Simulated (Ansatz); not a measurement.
A set of 12 reactions (hydrolysis), with CCSD(T)/CBS values in kJ/mol:

```
                                                   reaction      ΔE
`F[C@@H]([SiH3])[C@@H](F)Cl` + H₂O → `OC(F)[SiH3]` + `FCCl`    34.3
                             `CSC#N` + H₂O → `N#CO` + CH₃SH    70.5
  `c1ccc(CCc2ccccc2)cc1` + H₂O → `OCc1ccccc1` + `Cc1ccccc1`    60.4
                        `CCCCCCCO` + H₂O → `OCCCO` + `CCCC`    48.2
        `[SiH3]B[CH2][InH2]` + H₂O → `OCB[SiH3]` + `[InH3]`   166.0
   `[CH3][In]([OH])[Br]` + H₂O → `[OH][In]([OH])[Br]` + CH₄   -26.8
          `C[CH](C)[Sn][OH]` + H₂O → `[OH][Sn][OH]` + `CCC`  -117.3
              `CC(C)CC(C)(C)C` + H₂O → `CC(C)(C)CO` + `CCC`    40.6
   `[CH3][Al]([Cl])[Cl]` + H₂O → `[OH][Al]([Cl])[Cl]` + CH₄  -128.1
        `C[CH](C)[AlH][Cl]` + H₂O → `[OH][AlH][Cl]` + `CCC`  -159.8
                  `CCCCCCCCCCO` + H₂O → `CCCCCO` + `CCCCCO`    47.9
       `[CH3][AlH][B](C)F` + H₂O → `[CH3][AlH][OH]` + `CBF`  -188.6
```

Program: Ansatz. Geometries: PBE0-D4/def2-TZVP. ΔE: electronic, gas phase. CCSD(T)/CBS adds triple-zeta CCSD(T) − MP2 to the extrapolated MP2 energy (def2 sets, frozen cores). This one scheme is used for every species. Functionals use def2-TZVPP. B3LYP here is the variant with VWN-RPA as its local correlation; programs differ in this. def2 core potentials past Kr. For Br, In, Sn outer-core shells are correlated without core-valence functions, which leaves a few kJ/mol of doubt a bond. Scalar relativity is left out up to krypton. One conformer a species, not always the lowest.

(1) Give the mean, mean absolute and largest difference (level minus CCSD(T)/CBS, kJ/mol) for: PBE-D4, r2SCAN-D4, PBE0-D4, B3LYP-D4, ωB97X-V, B2PLYP, PBE, HF/def2-TZVPP, MP2/def2-TZVPP, SCS-MP2/def2-TZVPP, CCSD/def2-TZVPP, HF/def2-QZVPP, MP2/def2-QZVPP, MP2/CBS(def2). (Estimate.)

The largest T1 diagnostic in the set is 0.018, for `[OH][Sn][OH]` (customary mark 0.02).

CCSD(T)/CBS is a level of theory with its own doubt, and the functionals carry their triple-zeta basis error, so these figures describe this set and don't rank the functionals.

Answers

(1) Computed: 
```json
{"level": "PBE-D4", "mean": "-5.2", "mean absolute": "10.2", "largest": "-18.0"}
{"level": "r2SCAN-D4", "mean": "-10.3", "mean absolute": "10.3", "largest": "-19.2"}
{"level": "PBE0-D4", "mean": "-4.5", "mean absolute": "8.9", "largest": "-21.3"}
{"level": "B3LYP-D4", "mean": "-11.2", "mean absolute": "11.2", "largest": "-34.4"}
{"level": "ωB97X-V", "mean": "-11.5", "mean absolute": "11.5", "largest": "-39.6"}
{"level": "B2PLYP", "mean": "-14.8", "mean absolute": "14.8", "largest": "-29.5"}
{"level": "PBE", "mean": "-12.2", "mean absolute": "15.6", "largest": "-29.3"}
{"level": "HF/def2-TZVPP", "mean": "-30.4", "mean absolute": "30.4", "largest": "-83.9"}
{"level": "MP2/def2-TZVPP", "mean": "1.4", "mean absolute": "5.1", "largest": "-12.2"}
{"level": "SCS-MP2/def2-TZVPP", "mean": "-6.1", "mean absolute": "6.1", "largest": "-14.4"}
{"level": "CCSD/def2-TZVPP", "mean": "-7.1", "mean absolute": "7.3", "largest": "-24.3"}
{"level": "HF/def2-QZVPP", "mean": "-30.3", "mean absolute": "30.3", "largest": "-83.0"}
{"level": "MP2/def2-QZVPP", "mean": "3.6", "mean absolute": "6.5", "largest": "13.8"}
{"level": "MP2/CBS(def2)", "mean": "5.1", "mean absolute": "7.3", "largest": "18.8"}
```
